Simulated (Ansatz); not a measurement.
Base system: BeO in the wurtzite structure (space group P6_3mc, No. 186).

```
BeO
1.0
    2.69049     0.00000     0.00000
   -1.34524     2.33003     0.00000
    0.00000     0.00000     4.36988
Be O
2 2
Direct
  0.66667   0.33333   0.00145
  0.33333   0.66667   0.50145
  0.66667   0.33333   0.62375
  0.33333   0.66667   0.12375
```

Method: r2SCAN/PAW in Ansatz (a program for electronic structure), no spin-orbit coupling.

For the base:

| Property | Result |
|---|---|
| Gap between the host's bands | 8.55 eV |
| Gap character | direct at Γ |

Perturbation: electron doping at 7.0×10^21 cm⁻³ (0.192 per cell), with a uniform compensating background at fixed cell and a 300 K Fermi–Dirac width.

Task: How does this affect the gap between the host's bands?

Result: The gap between the host's bands shrinks by 0.11 eV to 8.44 eV.

Task: How does this affect the Fermi level from band edge?

Result: The Fermi level relative to the doped band's edge (positive inside the band; to 0.05 eV) amounts to +1.40 eV.

Task: How does this affect the gap character?

Result: The gap character is still direct at Γ.

Charged cell with a jellium background: band edges are those of the host's band count, energies are not comparable with the neutral cell, and many-body gap narrowing is missing. Stability against distortions was not tested.
